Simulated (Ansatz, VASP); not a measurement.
## One calculation of Na, two programs

```
Na
1.0
     3.84234    0.00000    0.00000
    -1.92117    3.32756    0.00000
     0.00000    0.00000    6.15400
Na
2
Direct
  0.33333 0.66667 0.25000
  0.66667 0.33333 0.75000
```

Change from the starting cell: equal xx and yy strain of +2 %, PAW files.

Alike in both runs: task electric field gradients; functional LDA; k mesh 11 × 11 × 6; occupations fermi-dirac, width 0.05 eV; no spin polarisation.

|  | VASP | Ansatz |
| --- | --- | --- |
| version | VASP 6.6.1 | Ansatz 0.2.0 |
| potentials or method | VASP PAW LDA potentials, release 64 (Na_pv) | PAW with Ansatz's default frozen-core files, scalar-relativistic |
| plane-wave cutoff (eV) | 520 | 420 |
| valence electrons in the cell | 14 | 18 |

```tsv
	VASP	Ansatz	Ansatz less VASP
pressure (GPa)	-1.1	-1.1	+0.01
largest component of the traceless stress (GPa)	0.21	0.21	-0.002
Vzz of the field gradient on the site that differs most (V/Å²)	-0.2	-0.2	+0.03
```

The two sets of potentials don't hold the same shells in valence.
